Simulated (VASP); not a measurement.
# ZnSe (F-43m) in VASP: notebook

Runs on ZnSe. Level: LDA. Tasks: relaxation of cell and atoms.

Program: VASP 6.6.1. These are calculated values, not measurements. Logs are shortened: lines on timing, memory, paths and dates and some standing lists are left out, and cuts for length are marked.

## Step 1: The structure

It takes space group F-43m (No. 216, cubic). Conventional cell: a = 5.668 Å, b = 5.668 Å, c = 5.668 Å, α = 90.00°, β = 90.00°, γ = 90.00°. Around Zn (site symmetry -43m) lie 4 Se at 2.45 Å. Around Se (site symmetry -43m) lie 4 Zn at 2.45 Å.

## Step 2: Relaxation of cell and atoms, LDA

File INCAR:

```
SYSTEM = ZnSe
PREC = Accurate
ENCUT = 520
EDIFF = 1E-7
ISMEAR = 0
SIGMA = 0.02
LREAL = .FALSE.
LASPH = .TRUE.
NELM = 100
ALGO = Normal
ISIF = 3
LWAVE = .FALSE.
LCHARG = .FALSE.
GGA = CA
IBRION = 2
NSW = 80
EDIFFG = -0.002
```

File KPOINTS:

```
regular mesh
0
G
  10 10 10
  0 0 0
```

File POSCAR:

```
ZnSe
1.0
    0.0000000000      2.8338000000      2.8338000000
    2.8338000000      0.0000000000      2.8338000000
    2.8338000000      2.8338000000      0.0000000000
Zn Se
1 1
Direct
    0.0000000000      0.0000000000      0.0000000000
    0.2500000000      0.2500000000      0.2500000000
```

Potentials or basis: VASP PAW LDA potentials, release 64 (Zn, Se).

Run with:

```bash
> cat potpaw_LDA.64/Zn/POTCAR potpaw_LDA.64/Se/POTCAR > POTCAR
> mpirun -np 1 vasp_std > vasp.out
```

OUTCAR:

```text
SYSTEM = ZnSe
   PREC = Accurate
   ENCUT = 520
   EDIFF = 1E-7
   ISMEAR = 0
   LREAL = .FALSE.
   LASPH = .TRUE.
   NELM = 100
   ISIF = 3
   GGA = CA
   IBRION = 2
   NSW = 80
   EDIFFG = -0.002

 ion  position               nearest neighbor table
   1  0.000  0.000  0.000-   2 2.45   2 2.45   2 2.45   2 2.45
   2  0.250  0.250  0.250-   1 2.45   1 2.45   1 2.45   1 2.45

  LATTYP: Found a face centered cubic cell.
 ALAT       =     5.6676000000

  Lattice vectors:

 A1 = (   0.0000000000,   2.8338000000,   2.8338000000)
 A2 = (   2.8338000000,   0.0000000000,   2.8338000000)
 A3 = (   2.8338000000,   2.8338000000,   0.0000000000)

Analysis of symmetry for initial positions (statically):
=====================================================================
 Subroutine PRICEL returns:
 Original cell was already a primitive cell.

 Routine SETGRP: Setting up the symmetry group for a
 face centered cubic supercell.

 Subroutine GETGRP returns: Found 24 space group operations
 (whereof 24 operations were pure point group operations)
 out of a pool of 48 trial point group operations.

The static configuration has the point symmetry T_d .

Analysis of symmetry for dynamics (positions and initial velocities):
=====================================================================
 Subroutine PRICEL returns:
 Original cell was already a primitive cell.

 Routine SETGRP: Setting up the symmetry group for a
 face centered cubic supercell.

 Subroutine GETGRP returns: Found 24 space group operations
 (whereof 24 operations were pure point group operations)
 out of a pool of 48 trial point group operations.

The dynamic configuration has the point symmetry T_d .

 Subroutine INISYM returns: Found 24 space group operations
 (whereof 24 operations are pure point group operations),
 and found     1 'primitive' translations

----------------------------------------------------------------------------------------

                                     Primitive cell

  volume of cell :      45.5132

  direct lattice vectors                    reciprocal lattice vectors
     0.000000000  2.833800000  2.833800000    -0.176441527  0.176441527  0.176441527
     2.833800000  0.000000000  2.833800000     0.176441527 -0.176441527  0.176441527
     2.833800000  2.833800000  0.000000000     0.176441527  0.176441527 -0.176441527

  length of vectors
     4.007598393  4.007598393  4.007598393     0.305605690  0.305605690  0.305605690

  position of ions in fractional coordinates (direct lattice)
     0.000000000  0.000000000  0.000000000
     0.250000000  0.250000000  0.250000000

  ion indices of the primitive-cell ions
   primitive index   ion index
                 1           1
                 2           2

----------------------------------------------------------------------------------------

 KPOINTS: regular mesh

Automatic generation of k-mesh.
 Grid dimensions read from file:
 generate k-points for:   10   10   10

 Generating k-lattice:

  Cartesian coordinates                     Fractional coordinates (reciprocal lattice)
    -0.017644153  0.017644153  0.017644153     0.100000000  0.000000000  0.000000000
     0.017644153 -0.017644153  0.017644153     0.000000000  0.100000000  0.000000000
     0.017644153  0.017644153 -0.017644153     0.000000000  0.000000000  0.100000000

  Length of vectors
     0.030560569  0.030560569  0.030560569

  Shift w.r.t. Gamma in fractional coordinates (k-lattice)
     0.000000000  0.000000000  0.000000000

 Subroutine IBZKPT returns following result:
 ===========================================

 Found     47 irreducible k-points:

 Following reciprocal coordinates:
            Coordinates               Weight
  0.000000  0.000000  0.000000      1.000000
  0.100000  0.000000  0.000000      8.000000
  0.200000  0.000000  0.000000      8.000000
  0.300000  0.000000  0.000000      8.000000
  0.400000  0.000000  0.000000      8.000000
  0.500000  0.000000  0.000000      4.000000
[... 16 lines left out ...]
  0.300000  0.300000  0.000000      6.000000
  0.400000  0.300000  0.000000     24.000000
 [... further k-points ...]
   k-points           NKPTS =     47   k-points in BZ     NKDIM =     47   number of bands    NBANDS=     13
   number of dos      NEDOS =    301   number of ions     NIONS =      2
   total plane-waves  NPLWV =  27000
   dimension x,y,z NGX =    30 NGY =   30 NGZ =   30
   dimension x,y,z NGXF=    60 NGYF=   60 NGZF=   60
   ions per type =               1   1
   NGX,Y,Z   is equivalent  to a cutoff of  12.44, 12.44, 12.44 a.u.
   NGXF,Y,Z  is equivalent  to a cutoff of  24.89, 24.89, 24.89 a.u.
 SYSTEM =  ZnSe
   PREC   = accura    normal or accurate (medium, high low for compatibility)
   ISTART =      0    job   : 0-new  1-cont  2-samecut
   ICHARG =      2    charge: 1-file 2-atom 10-const
   ISPIN  =      1    spin polarized calculation?
   LNONCOLLINEAR =      F non collinear calculations
   LSORBIT =      F    spin-orbit coupling
   LASPH  =      T    aspherical Exc in radial PAW
   ENCUT  =  520.0 eV  38.22 Ry    6.18 a.u.   7.45  7.45  7.45*2*pi/ulx,y,z
   NELM   =    100;   NELMIN=  2; NELMDL= -5     # of ELM steps
   EDIFF  = 0.1E-06   stopping-criterion for ELM
   LREAL  =      F    real-space projection
   EDIFFG = -.2E-02   stopping-criterion for IOM
   NSW    =     80    number of steps for IOM
   IBRION =      2    ionic relax: 0-MD 1-quasi-New 2-CG
   NFREE  =      1    steps in history (QN), initial steepest desc. (CG)
   ISIF   =      3    stress and relaxation
   ISYM   =      2    0-nonsym 1-usesym 2-fastsym
   POTIM  = 0.5000    time-step for ionic-motion
   TEBEG  =    0.0;   TEEND  =   0.0 temperature during run
   PSTRESS=    0.0 pullay stress
   NELECT =      18.0000    total number of electrons
   NUPDOWN=      -1.0000    fix difference up-down
   EMIN   =  10.00;   EMAX   =-10.00  energy-range for DOS
   EFERMI =   0.00;   METHOD = LEGACY
   ISMEAR =     0;   SIGMA  =   0.02  broadening in eV -4-tet -1-fermi 0-gaus
   EFERMI_NEDOS =   21; number of points for ismear=-14 and -15
   IALGO  =     38    algorithm
   IMIX   =      4    mixing-type and parameters
     AMIX     =   0.40;   BMIX     =  1.00
     AMIX_MAG =   1.60;   BMIX_MAG =  1.00
  volume/ion in A,a.u.               =      22.76       153.57
  Fermi-wavevector in a.u.,A,eV,Ry     =   1.201673  2.270834 19.647073  1.444019
  Thomas-Fermi vector in A             =   2.337476
   LORBIT       =      0    0 simple, 1 ext, 2 COOP (PROOUT), +10 PAW based schemes
   GGA     = CA    functional components
   LHFCALC =     F    Hartree Fock is set to
   AEXX    =    0.0000 exact exchange contribution
   IVDW    =     0    specifies the selected vdW correction
   LEPSILON=     F    determine dielectric tensor
   LRPA    =     F    only Hartree local field effects (RPA)
 conjugate gradient relaxation of ions
 non-spin polarized calculation
 Gauss-broadening in eV      SIGMA  =   0.02
  energy-cutoff  :      520.00
  volume of cell :       45.51
 maximum number of plane-waves:      1244
 NGX is ok and might be reduce to    30
   NGX = 15   NGY = 15   NGZ = 15

--------------------------------------- Ionic step        1  -------------------------------------------

 number of electron      18.0000011 magnetization

 Free energy of the ion-electron system (eV)
  ---------------------------------------------------
  ext. energy  EPLUGINS =         0.00000000
  ---------------------------------------------------
  free energy    TOTEN  =        -7.35124135 eV

  energy without entropy =       -7.35124135  energy(sigma->0) =       -7.35124135

------------------------ aborting loop because EDIFF is reached ----------------------------------------

  FORCE on cell =-STRESS in cart. coord.  units (eV):
  Direction    XX          YY          ZZ          XY          YZ          ZX
  --------------------------------------------------------------------------------------
  -------------------------------------------------------------------------------------
  Total       -0.8783755     -0.8783755     -0.8783755      0.0000000      0.0000000      0.0000000
  in kB      -30.9209772    -30.9209772    -30.9209772      0.0000000      0.0000000      0.0000000
  external PRESSURE =     -30.9209772 kB  Pullay stress =       0.0000000 kB

 VOLUME and BASIS-vectors are now :
 -----------------------------------------------------------------------------
  energy-cutoff  :      520.00
  volume of cell :       45.51
      direct lattice vectors                 reciprocal lattice vectors
     0.000000000  2.833800000  2.833800000    -0.176441527  0.176441527  0.176441527
     2.833800000  0.000000000  2.833800000     0.176441527 -0.176441527  0.176441527
     2.833800000  2.833800000  0.000000000     0.176441527  0.176441527 -0.176441527
[... 37 lines left out ...]
 POSITION                                       TOTAL-FORCE (eV/Angst)
 -----------------------------------------------------------------------------------
      5.54752      5.54752      5.54752         0.000000      0.000000      0.000000
      1.38688      1.38688      1.38688        -0.000000     -0.000000     -0.000000
 -----------------------------------------------------------------------------------
    total drift:                               -0.000000     -0.000000     -0.000000

  FREE ENERGIE OF THE ION-ELECTRON SYSTEM (eV)
  ---------------------------------------------------
  free  energy   TOTEN  =        -7.3704354539 eV

  energy  without entropy=       -7.3704354539  energy(sigma->0) =       -7.37043545

--------------------------------------- Ionic step        3  -------------------------------------------

 number of electron      17.9999987 magnetization

 Free energy of the ion-electron system (eV)
  ---------------------------------------------------
  ext. energy  EPLUGINS =         0.00000000
  ---------------------------------------------------
  free energy    TOTEN  =        -7.37289846 eV

  energy without entropy =       -7.37289846  energy(sigma->0) =       -7.37289846

 E-fermi :   2.0502     XC(G=0):  -9.9156

 val. band max:        1.9446839575   @ k =   0.0000   0.0000   0.0000
 cond. band min:       3.2137743858   @ k =   0.0000   0.0000   0.0000
 fundamental gap:      1.2690904283
 Fermi energy:         2.0502299628

 k-point     1 :       0.0000    0.0000    0.0000
  band No.  band energies     occupation
      1     -11.6674      2.00000
      2      -4.9196      2.00000
      3      -4.9196      2.00000
      4      -4.9196      2.00000
      5      -4.5157      2.00000
      6      -4.5157      2.00000
      7       1.9447      2.00000
      8       1.9447      2.00000
      9       1.9447      2.00000
     10       3.2138      0.00000
     11       7.6303      0.00000
     12       7.6303      0.00000
     13       7.6303      0.00000

 k-point     2 :       0.1000    0.0000    0.0000
  band No.  band energies     occupation
      1     -11.5956      2.00000
      2      -4.9177      2.00000
      3      -4.9082      2.00000
      4      -4.9082      2.00000
      5      -4.5170      2.00000
      6      -4.5170      2.00000
      7       0.9072      2.00000
      8       1.8331      2.00000
      9       1.8331      2.00000
     10       4.0154      0.00000
     11       7.5643      0.00000
[... 339 lines left out ...]
 k-point    24 :       0.4000    0.3000    0.0000
  band No.  band energies     occupation
      1     -10.7547      2.00000
      2      -4.9081      2.00000
      3      -4.7186      2.00000
      4      -4.7094      2.00000
      5      -4.4857      2.00000
      6      -4.4750      2.00000
      7      -2.2912      2.00000
      8      -0.2324      2.00000
      9       0.0139      2.00000
     10       5.2777      0.00000
     11       6.0124      0.00000
     12      10.2176      0.00000
     13      11.2132      0.00000

 [... further k-points ...]
[... 5 lines left out ...]
  --------------------------------------------------------------------------------------
  -------------------------------------------------------------------------------------
  Total       -0.0008631     -0.0008631     -0.0008631      0.0000000      0.0000000      0.0000000
  in kB       -0.0318904     -0.0318904     -0.0318904      0.0000000      0.0000000      0.0000000
  external PRESSURE =      -0.0318904 kB  Pullay stress =       0.0000000 kB

 VOLUME and BASIS-vectors are now :
 -----------------------------------------------------------------------------
  energy-cutoff  :      520.00
  volume of cell :       43.36
      direct lattice vectors                 reciprocal lattice vectors
     0.000000000  2.788403664  2.788403664    -0.179314066  0.179314066  0.179314066
     2.788403664  0.000000000  2.788403664     0.179314066 -0.179314066  0.179314066
     2.788403664  2.788403664  0.000000000     0.179314066  0.179314066 -0.179314066

 POSITION                                       TOTAL-FORCE (eV/Angst)
 -----------------------------------------------------------------------------------
      0.00000      0.00000      0.00000        -0.000000      0.000000     -0.000000
      1.39420      1.39420      1.39420         0.000000     -0.000000      0.000000
 -----------------------------------------------------------------------------------
    total drift:                               -0.000000     -0.000000      0.000000

  FREE ENERGIE OF THE ION-ELECTRON SYSTEM (eV)
  ---------------------------------------------------
  free  energy   TOTEN  =        -7.3728984611 eV

  energy  without entropy=       -7.3728984611  energy(sigma->0) =       -7.37289846

 reached required accuracy - stopping structural energy minimisation
```

It took 26 s on 1 thread of Intel Xeon 6975P-C (Granite Rapids), shared host; peak memory 0.17 GiB.

What came out:

* Free energy: -7.3729 eV
* Relaxed volume: 21.68 Å³/atom
* Relaxed cell: a = 3.943 Å, b = 3.943 Å, c = 3.943 Å, α = 60.00°, β = 60.00°, γ = 60.00°
* Space group after relaxing (to 0.05 Å): F-43m (No. 216)
* Energy gained by relaxing: 10.8 meV/atom
* Ionic steps: 3
* Pressure after relaxing: 0.0 GPa
* Band gap on the k mesh: 1.27 eV, direct

The path:
```
step  energy change (eV)  largest force (eV/Å)  pressure (GPa)  volume (Å³)
   1              0.0000                0.0000           -3.09        45.51
   2             -0.0192                0.0000            1.16        42.68
   3             -0.0217                0.0000            0.00        43.36
```

Final structure:
```
Zn Se
1.0
     0.00000    2.78840    2.78840
     2.78840    0.00000    2.78840
     2.78840    2.78840    0.00000
Zn Se
1 1
Direct
  0.00000 0.00000 0.00000
  0.25000 0.25000 0.25000
```

## Step 3: Relaxation of cell and atoms, LDA

This run uses another cell than the first one, of 21.68 Å³/atom, 0.953 times its volume.

INCAR is that of step 2.

KPOINTS is that of step 2.

File POSCAR:

```
ZnSe                                    
1.0
    0.0000000000      2.7884036645      2.7884036645
    2.7884036645      0.0000000000      2.7884036645
    2.7884036645      2.7884036645      0.0000000000
  Zn              Se            
     1     1
Direct
     0.0000000000000000    0.0000000000000000    0.0000000000000000
     0.2500000000000000    0.2500000000000000    0.2500000000000000
```

Potentials or basis: VASP PAW LDA potentials, release 64 (Zn, Se).

Run with:

```bash
> cat potpaw_LDA.64/Zn/POTCAR potpaw_LDA.64/Se/POTCAR > POTCAR
> mpirun -np 1 vasp_std > vasp.out
```

Wall time 11 s (1 thread of Intel Xeon 6975P-C (Granite Rapids), shared host); peak memory 0.16 GiB.

The run converged. Its results:

- Free energy: -7.3728 eV
- Pressure after relaxing: 0.0 GPa
- Band gap on the k mesh: 1.27 eV, direct

Final structure:
```yaml
crystal:
  lattice:
    - [0.00000, 2.78840, 2.78840]
    - [2.78840, 0.00000, 2.78840]
    - [2.78840, 2.78840, 0.00000]
  atoms:
    - { symbol: Zn, position: [0.00000, 0.00000, 0.00000] }
    - { symbol: Se, position: [0.25000, 0.25000, 0.25000] }
```

Levels at points of the mesh, in eV from the valence-band top:
```
           k point  band 5  band 6  band 7  band 8  band 9  band 10  band 11  band 12  band 13
(0.00, 0.00, 0.00)   -6.46   -6.46    0.00    0.00    0.00     1.27     5.69     5.69     5.69
(0.50, 0.00, 0.00)   -6.44   -6.28   -5.61   -0.95   -0.95     2.46     6.28     6.28     8.48
(0.50, 0.50, 0.00)   -6.41   -6.26   -5.04   -2.38   -2.38     2.70     3.32    10.89    11.42
```

Caveat: the relaxation stopped at its first step, so nothing moved. As with any semilocal functional, this LDA gap is likely too small.
